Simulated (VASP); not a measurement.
# CdS (Greenockite) (P6_3mc) in VASP: a series of runs

The runs below take CdS (Greenockite) through relaxation of cell and atoms, with vdW-DF-cx, vdW-DF2.

Program: VASP 6.6.1. These are calculated values, not measurements. Logs are shortened: lines on timing, memory, paths and dates and some standing lists are left out, and cuts for length are marked.

**1. The structure**

The structure is hexagonal, space group P6_3mc (No. 186). The conventional cell has a = 4.150 Å, b = 4.150 Å, c = 6.737 Å, α = 90.00°, β = 90.00°, γ = 120.00°. Cd (site symmetry 3m) is surrounded by 4 S at 2.53 to 2.54 Å. S (site symmetry 3m) is surrounded by 4 Cd at 2.53 to 2.54 Å.

**2. Relaxation of cell and atoms, vdW-DF-cx**

INCAR reads:

```
SYSTEM = CdS
PREC     = Accurate       ! precision mode
ENCUT    = 600            ! plane-wave cutoff, eV
EDIFF    = 1E-6           ! SCF threshold, eV
ISMEAR   = -1             ! smearing method
SIGMA    = 0.05           ! smearing width, eV
LREAL    = .FALSE.        ! projectors in reciprocal space
LASPH    = .TRUE.         ! aspherical terms in the spheres
NELM     = 80             ! most SCF steps
ALGO     = Normal         ! electronic algorithm
ISIF     = 3              ! what is computed and relaxed
LWAVE    = .FALSE.        ! write WAVECAR
LCHARG   = .FALSE.        ! write CHGCAR
GGA      = CX             ! functional
LUSE_VDW = .TRUE.       
AGGAC    = 0.0          
IBRION   = 2              ! ionic algorithm
NSW      = 60             ! ionic steps
EDIFFG   = -0.01          ! ionic threshold
```

KPOINTS reads:

```
regular mesh
0
G
  7 7 4
  0 0 0
```

POSCAR reads:

```
CdS
1.0
    4.1500000000      0.0000000000      0.0000000000
   -2.0750000000      3.5940054257      0.0000000000
    0.0000000000      0.0000000000      6.7370000000
Cd S
2 2
Direct
    0.6666666667      0.3333333333      0.5000000000
    0.3333333333      0.6666666667      0.0000000000
    0.6666666667      0.3333333333      0.8750000000
    0.3333333333      0.6666666667      0.3750000000
```

Potentials or basis: VASP PAW PBE potentials, release 64 (Cd, S).

The run is started by

```
$ cat potpaw_PBE.64/Cd/POTCAR potpaw_PBE.64/S/POTCAR > POTCAR
$ mpirun -np 1 vasp_std > vasp.out
```

OUTCAR:

```text
SYSTEM = CdS
   PREC = Accurate
   ENCUT = 600
   EDIFF = 1E-6
   ISMEAR = -1
   LREAL = .FALSE.
   LASPH = .TRUE.
   NELM = 80
   ISIF = 3
   GGA = CX
   IBRION = 2
   NSW = 60
   EDIFFG = -0.01

 ion  position               nearest neighbor table
   1  0.667  0.333  0.500-   3 2.53   4 2.54   4 2.54   4 2.54
   2  0.333  0.667  0.000-   4 2.53   3 2.54   3 2.54   3 2.54
   3  0.667  0.333  0.875-   1 2.53   2 2.54   2 2.54   2 2.54
   4  0.333  0.667  0.375-   2 2.53   1 2.54   1 2.54   1 2.54

  LATTYP: Found a hexagonal cell.
 ALAT       =     4.1500000000
 C/A-ratio  =     1.6233734940

  Lattice vectors:

 A1 = (   4.1500000000,   0.0000000000,   0.0000000000)
 A2 = (  -2.0750000000,   3.5940054257,   0.0000000000)
 A3 = (   0.0000000000,   0.0000000000,   6.7370000000)

Analysis of symmetry for initial positions (statically):
=====================================================================
 Subroutine PRICEL returns:
 Original cell was already a primitive cell.

 Routine SETGRP: Setting up the symmetry group for a
 hexagonal supercell.

 Subroutine GETGRP returns: Found 12 space group operations
 (whereof  6 operations were pure point group operations)
 out of a pool of 24 trial point group operations.

The static configuration has the point symmetry C_3v.
 The point group associated with its full space group is C_6v.

Analysis of symmetry for dynamics (positions and initial velocities):
=====================================================================
 Subroutine PRICEL returns:
 Original cell was already a primitive cell.

 Routine SETGRP: Setting up the symmetry group for a
 hexagonal supercell.

 Subroutine GETGRP returns: Found 12 space group operations
 (whereof  6 operations were pure point group operations)
 out of a pool of 24 trial point group operations.

The dynamic configuration has the point symmetry C_3v.
 The point group associated with its full space group is C_6v.

 Subroutine INISYM returns: Found 12 space group operations
 (whereof  6 operations are pure point group operations),
 and found     1 'primitive' translations

----------------------------------------------------------------------------------------

                                     Primitive cell

  volume of cell :     100.4832

  direct lattice vectors                    reciprocal lattice vectors
     4.150000000  0.000000000  0.000000000     0.240963855  0.139120547  0.000000000
    -2.075000000  3.594005426  0.000000000     0.000000000  0.278241094  0.000000000
     0.000000000  0.000000000  6.737000000     0.000000000  0.000000000  0.148434021

  length of vectors
     4.150000000  4.150000000  6.737000000     0.278241094  0.278241094  0.148434021

  position of ions in fractional coordinates (direct lattice)
     0.666666667  0.333333333  0.500000000
     0.333333333  0.666666667  0.000000000
     0.666666667  0.333333333  0.875000000
     0.333333333  0.666666667  0.375000000

  ion indices of the primitive-cell ions
   primitive index   ion index
                 1           1
                 2           2
                 3           3
                 4           4

----------------------------------------------------------------------------------------

 KPOINTS: regular mesh

Automatic generation of k-mesh.
 Grid dimensions read from file:
 generate k-points for:    7    7    4

 Generating k-lattice:

  Cartesian coordinates                     Fractional coordinates (reciprocal lattice)
     0.034423408  0.019874364  0.000000000     0.142857143  0.000000000  0.000000000
     0.000000000  0.039748728  0.000000000     0.000000000  0.142857143  0.000000000
     0.000000000  0.000000000  0.037108505     0.000000000  0.000000000  0.250000000

  Length of vectors
     0.039748728  0.039748728  0.037108505

  Shift w.r.t. Gamma in fractional coordinates (k-lattice)
     0.000000000  0.000000000  0.000000000

 Subroutine IBZKPT returns following result:
 ===========================================

 Found     24 irreducible k-points:

 Following reciprocal coordinates:
            Coordinates               Weight
  0.000000  0.000000  0.000000      1.000000
  0.142857 -0.000000  0.000000      6.000000
  0.285714 -0.000000  0.000000      6.000000
  0.428571 -0.000000  0.000000      6.000000
  0.142857  0.142857  0.000000      6.000000
  0.285714  0.142857  0.000000     12.000000
[... 16 lines left out ...]
  0.428571  0.142857  0.500000      6.000000
  0.285714  0.285714  0.500000      6.000000
   k-points           NKPTS =     24   k-points in BZ     NKDIM =     24   number of bands    NBANDS=     22
   number of dos      NEDOS =    301   number of ions     NIONS =      4
   total plane-waves  NPLWV =  69984
   dimension x,y,z NGX =    36 NGY =   36 NGZ =   54
   dimension x,y,z NGXF=    72 NGYF=   72 NGZF=  108
   ions per type =               2   2
   NGX,Y,Z   is equivalent  to a cutoff of  14.42, 14.42, 13.33 a.u.
   NGXF,Y,Z  is equivalent  to a cutoff of  28.84, 28.84, 26.65 a.u.
 SYSTEM =  CdS
   PREC   = accura    normal or accurate (medium, high low for compatibility)
   ISTART =      0    job   : 0-new  1-cont  2-samecut
   ICHARG =      2    charge: 1-file 2-atom 10-const
   ISPIN  =      1    spin polarized calculation?
   LNONCOLLINEAR =      F non collinear calculations
   LSORBIT =      F    spin-orbit coupling
   LASPH  =      T    aspherical Exc in radial PAW
   ENCUT  =  600.0 eV  44.10 Ry    6.64 a.u.   8.29  8.29 13.46*2*pi/ulx,y,z
   NELM   =     80;   NELMIN=  2; NELMDL= -5     # of ELM steps
   EDIFF  = 0.1E-05   stopping-criterion for ELM
   LREAL  =      F    real-space projection
   EDIFFG = -.1E-01   stopping-criterion for IOM
   NSW    =     60    number of steps for IOM
   IBRION =      2    ionic relax: 0-MD 1-quasi-New 2-CG
   NFREE  =      1    steps in history (QN), initial steepest desc. (CG)
   ISIF   =      3    stress and relaxation
   ISYM   =      2    0-nonsym 1-usesym 2-fastsym
   POTIM  = 0.5000    time-step for ionic-motion
   TEBEG  =    0.0;   TEEND  =   0.0 temperature during run
   PSTRESS=    0.0 pullay stress
   NELECT =      36.0000    total number of electrons
   NUPDOWN=      -1.0000    fix difference up-down
   EMIN   =  10.00;   EMAX   =-10.00  energy-range for DOS
   EFERMI =   0.00;   METHOD = LEGACY
   ISMEAR =    -1;   SIGMA  =   0.05  broadening in eV -4-tet -1-fermi 0-gaus
   EFERMI_NEDOS =   21; number of points for ismear=-14 and -15
   IALGO  =     38    algorithm
   IMIX   =      4    mixing-type and parameters
     AMIX     =   0.40;   BMIX     =  1.00
     AMIX_MAG =   1.60;   BMIX_MAG =  1.00
  volume/ion in A,a.u.               =      25.12       169.52
  Fermi-wavevector in a.u.,A,eV,Ry     =   1.162727  2.197236 18.394190  1.351935
  Thomas-Fermi vector in A             =   2.299285
   LORBIT       =      0    0 simple, 1 ext, 2 COOP (PROOUT), +10 PAW based schemes
   GGA     = CX    functional components
   LHFCALC =     F    Hartree Fock is set to
   AEXX    =    0.0000 exact exchange contribution
   IVDW_NL    =     1    kernel type
   BPARAM     = 6.3000
   IVDW    =     0    specifies the selected vdW correction
   LEPSILON=     F    determine dielectric tensor
   LRPA    =     F    only Hartree local field effects (RPA)
 conjugate gradient relaxation of ions
 non-spin polarized calculation
  energy-cutoff  :      600.00
  volume of cell :      100.48
 maximum number of plane-waves:      3376
 NGX is ok and might be reduce to    36
   NGX = 17   NGY = 17   NGZ = 27

--------------------------------------- Ionic step        1  -------------------------------------------

 number of electron      36.0000008 magnetization

 Free energy of the ion-electron system (eV)
  ---------------------------------------------------
  ext. energy  EPLUGINS =         0.00000000
  ---------------------------------------------------
  free energy    TOTEN  =        -3.07431849 eV

  energy without entropy =       -3.07431809  energy(sigma->0) =       -3.07431829

------------------------ aborting loop because EDIFF is reached ----------------------------------------

  FORCE on cell =-STRESS in cart. coord.  units (eV):
  Direction    XX          YY          ZZ          XY          YZ          ZX
  --------------------------------------------------------------------------------------
  -------------------------------------------------------------------------------------
  Total       -0.1166525     -0.1166525      0.3056756      0.0000000      0.0000000      0.0000000
  in kB       -1.8599930     -1.8599930      4.8739157      0.0000000      0.0000000      0.0000000
  external PRESSURE =       0.3846433 kB  Pullay stress =       0.0000000 kB

 VOLUME and BASIS-vectors are now :
 -----------------------------------------------------------------------------
  energy-cutoff  :      600.00
  volume of cell :      100.48
      direct lattice vectors                 reciprocal lattice vectors
     4.150000000  0.000000000  0.000000000     0.240963855  0.139120547  0.000000000
    -2.075000000  3.594005426  0.000000000     0.000000000  0.278241094  0.000000000
     0.000000000  0.000000000  6.737000000     0.000000000  0.000000000  0.148434021
[... 50 lines left out ...]
  FREE ENERGIE OF THE ION-ELECTRON SYSTEM (eV)
  ---------------------------------------------------
  free  energy   TOTEN  =        -3.0752888745 eV

  energy  without entropy=       -3.0752884542  energy(sigma->0) =       -3.07528866

Total vdW correction in eV:      7.2448423

--------------------------------------- Ionic step        3  -------------------------------------------

 number of electron      36.0000007 magnetization

 Free energy of the ion-electron system (eV)
  ---------------------------------------------------
  ext. energy  EPLUGINS =         0.00000000
  ---------------------------------------------------
  free energy    TOTEN  =        -3.07530812 eV

  energy without entropy =       -3.07530770  energy(sigma->0) =       -3.07530791

 E-fermi :   1.6915     XC(G=0):  -9.2387

 val. band max:        1.1164090963   @ k =   0.0000   0.0000   0.0000
 cond. band min:       2.2072503694   @ k =   0.0000   0.0000   0.0000
 fundamental gap:      1.0908412731
 Fermi energy:         1.6914518646

 k-point     1 :       0.0000    0.0000    0.0000
  band No.  band energies     occupation
      1     -11.1670      2.00000
      2     -10.7386      2.00000
      3      -6.5618      2.00000
      4      -6.5515      2.00000
      5      -6.5515      2.00000
      6      -6.4691      2.00000
[... 14 lines left out ...]
     21       7.5258      0.00000
     22       7.5258      0.00000
[... 595 lines left out ...]
 POSITION                                       TOTAL-FORCE (eV/Angst)
 -----------------------------------------------------------------------------------
      2.07244      1.19653      3.37661         0.000000      0.000000     -0.002455
     -0.00000      2.39305      6.75599         0.000000     -0.000000     -0.002455
      2.07244      1.19653      5.91667        -0.000000      0.000000      0.002455
     -0.00000      2.39305      2.53730        -0.000000     -0.000000      0.002455
 -----------------------------------------------------------------------------------
    total drift:                               -0.000000      0.000000      0.000268

  FREE ENERGIE OF THE ION-ELECTRON SYSTEM (eV)
  ---------------------------------------------------
  free  energy   TOTEN  =        -3.0753081183 eV

  energy  without entropy=       -3.0753077003  energy(sigma->0) =       -3.07530791

Total vdW correction in eV:      7.2445498

 reached required accuracy - stopping structural energy minimisation
```

It took 3.2 min on 1 thread of Intel Xeon 6975P-C (Granite Rapids), shared host; peak memory 0.64 GiB.

What came out:

| Property | Result |
| --- | --- |
| Free energy | -3.0753 eV |
| Relaxed volume | 25.14 Å³/atom |
| Relaxed cell | a = 4.145 Å, b = 4.145 Å, c = 6.759 Å, α = 90.00°, β = 90.00°, γ = 120.00° |
| Space group after relaxing (to 0.05 Å) | P6_3mc (No. 186) |
| Energy gained by relaxing | 0.2 meV/atom |
| Ionic steps | 3 |
| Pressure after relaxing | 0.0 GPa |
| Band gap on the k mesh | 1.09 eV, direct |

Forces in eV/Å, atoms in the order of the input:
```
Cd   0.000  0.000 -0.002
Cd   0.000  0.000 -0.002
S    0.000  0.000  0.002
S    0.000  0.000  0.002
```

Step by step:
| step | energy change (eV) | largest force (eV/Å) | pressure (GPa) | volume (Å³) |
| --- | --- | --- | --- | --- |
| 1 | 0.0000 | 0.0652 | 0.04 | 100.48 |
| 2 | -0.0010 | 0.0061 | -0.02 | 100.57 |
| 3 | -0.0010 | 0.0025 | -0.01 | 100.56 |

Final structure:
```cif
data_structure
_symmetry_space_group_name_H-M 'P 1'
_symmetry_Int_Tables_number 1
_cell_length_a 4.1449
_cell_length_b 4.1449
_cell_length_c 6.7588
_cell_angle_alpha 90.000
_cell_angle_beta 90.000
_cell_angle_gamma 120.000
_cell_volume 100.56
loop_
_atom_site_label
_atom_site_type_symbol
_atom_site_fract_x
_atom_site_fract_y
_atom_site_fract_z
_atom_site_occupancy
Cd1 Cd 0.66667 0.33333 0.49959 1
Cd2 Cd 0.33333 0.66667 0.99959 1
S1 S 0.66667 0.33333 0.87541 1
S2 S 0.33333 0.66667 0.37541 1
```

Caveat: the PAW data sets were made with another functional, which shifts forces and pressure a little.

(Part 1 of 2 ends here.)
